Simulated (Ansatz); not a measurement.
**BAs: zone-centre modes under pressure**

BAs, F-43m, a = 4.768 Å. Ansatz: PBEsol, PAW, 420 eV, Γ-centred 10×10×10 mesh on 2 atoms, fixed occupations; no spin polarisation. Cell and atoms are relaxed at each pressure with the symmetry kept; optical modes at Γ by linear response, in cm⁻¹, the highest, without the LO field.

```tsv
P (GPa)	V (Å³/atom)	ω1
0	13.548	690.5
3	13.275	704.8
8	12.870	726.9
15	12.393	?
```

**Question.** Get the mode's Grüneisen parameter γ = −d ln ω/d ln V from the other rows and predict the missing frequency.

**Answer.** ln(V/V0) = 0.0000, -0.0204, -0.0513, -0.0891; a line through ln(ω/ω0) of the 3 known rows gives ω1: γ = 1.001, predicted 754.9, computed 754.7. The miss is 0.0 %, or 0 % of the shift under pressure, so a constant γ serves at that level.